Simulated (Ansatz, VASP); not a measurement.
**C: VASP beside Ansatz**

The input INCAR:

```
  PREC = Accurate
  ENCUT = 600
  EDIFF = 1E-6
  ISMEAR = -1
  SIGMA = 0.05
  LREAL = False
  LASPH = True
  NELM = 80
  ALGO = Normal
  ISIF = 3
  LWAVE = False
  LCHARG = False
  GGA = CA
  IBRION = 2
  NSW = 60
  EDIFFG = -0.01
```

Contents of KPOINTS:

```
regular mesh
0
Gamma
  10 10 10
```

Contents of POSCAR:

```
C
1.0
    2.6197200000      0.0000000000      0.0000000000
    0.0000000000      2.6197200000      0.0000000000
    0.0000000000      0.0000000000      2.6197200000
C
3
Direct
    0.0000000000      0.5000000000      0.5000000000
    0.5000000000      0.0000000000      0.5000000000
    0.5000000000      0.5000000000      0.0000000000
```

Contents of input.yaml:

```yaml
crystal:
  lattice:
    - [2.61972, 0.0, 0.0]
    - [0.0, 2.61972, 0.0]
    - [0.0, 0.0, 2.61972]
  atoms:
    - { symbol: C, position: [0.0, 0.5, 0.5] }
    - { symbol: C, position: [0.5, 0.0, 0.5] }
    - { symbol: C, position: [0.5, 0.5, 0.0] }
hamiltonian:
  xc: lda
  pseudopotentials: { kind: paw }
kpoints:
  mp_grid: { grid: [10, 10, 10] }
scf:
  occupations: { method: fermi_dirac, width: 0.05 }
output:
  forces: true
  stress: true
  eigenvalues: true
relax:
  f_tol: 0.01
  max_steps: 40
  cell: { stress_tol: 0.05 }
```

The cell was built by a generator and needn't be a form met in nature.

Alike in both runs: task relaxation of cell and atoms; functional LDA; k mesh 10 × 10 × 10; occupations fermi-dirac, width 0.05 eV; no spin polarisation.

```csv
,VASP,Ansatz
version,VASP 6.6.1,Ansatz 0.2.0
potentials or method,"VASP PAW LDA potentials, release 64 (C)",Ansatz PAW
plane-wave cutoff (eV),600,420
valence electrons in the cell,12,12
```

```tsv
	VASP	Ansatz	Ansatz less VASP
gap on the k mesh at the Fermi level, each at its own relaxed structure (eV)	none	none	-
relaxed volume (Å³/atom)	5.61	5.61	+0.004
relaxed cell length with the largest relative difference (Å)	2.562	2.563	+0.0006
energy change over the relaxation (meV/atom)	-20	-20	+0.2
```

A gap of «none» marks a metal or a gap that the smearing closes.

Caveats: the plane-wave basis is chosen anew once the cell has moved, so the energies of steps on either side of that aren't comparable (Ansatz); the pressure holds a Pulay correction of +1.5 GPa for the finite cutoff (Ansatz); the PAW data sets come from PBE, with cores solved anew for the run's functional, which leaves a small shift of forces and pressure (Ansatz).
